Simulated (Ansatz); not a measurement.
Base system: NaBr in the rock salt structure (space group Fm-3m, No. 225; a = 5.9476 Å). Axes: x, y, z lie along the cube axes.

Level of theory: plane-wave PAW DFT at the r2SCAN level (Ansatz, a first-principles code, 500 eV), spin-orbit coupling left out.

A first run, uniaxial strain ε_xx = +1.05 %, gives secant values C11 ≈ 44 GPa and C12 ≈ 9.6 GPa from its stress. A second run applies isotropic strain +2.44 %.

Question: What does linear elasticity predict for the bulk modulus −ΔP/(ΔV/V₀) in the second run, and what does the run give?

Answer: Linear elasticity: (C11 + 2 C12)/3 = 21 GPa. The run gives 18 GPa; any difference comes from nonlinear terms at these strains and numerical noise.

No phonon test of stability was made.
